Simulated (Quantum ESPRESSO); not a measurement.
## AlPt under changes of volume

One of the cells (14.774 Å³/atom); the others are scaled copies at fixed shape and fractional positions:

```
Pt Al
1.0
     3.09155    0.00000    0.00000
     0.00000    3.09155    0.00000
     0.00000    0.00000    3.09155
Pt Al
1 1
Direct
  0.50000 0.50000 0.50000
  0.00000 0.00000 0.00000
```

Measurements of this composition are mostly on another form, of space group No. 198.

```yaml
Program: Quantum ESPRESSO 7.5
Functional: LDA
Potentials_or_basis: GBRV 1.5 LDA
Cutoff: 612 eV
Density_cutoff: 4898 eV
k_mesh: 9 × 9 × 9
Occupations: fermi-dirac, width 0.05 eV
Spin: no spin polarisation
```

| volume (Å³/atom) | energy over the lowest point (meV/atom) | pressure (GPa) |
| --- | --- | --- |
| 13.888 | 0.00 | 1.8 |
| 14.183 | ? | ? |
| 14.478 | 8.21 | -6.6 |
| 14.774 | 23.18 | -10.1 |
| 15.069 | 44.24 | -13.3 |
| 15.365 | 70.75 | -16.0 |
| 15.660 | 102.05 | -18.4 |

Question: What does the run at 14.183 Å³/atom give?

Answer: Energy over the lowest point 0.21 meV/atom; pressure -2.6 GPa.

Worked out: A Birch-Murnaghan fit of order 3 (a polynomial in V^(-2/3)) to the other rows has its minimum at 14.03 Å³/atom with B0 = V·E''(V) = 214 GPa and B' = 4.7. It gives 0.21 meV/atom at 14.183 Å³/atom, against the run's 0.21, and -dE/dV = -2.3 GPa, against -2.6.

Energies are extrapolated to zero smearing.
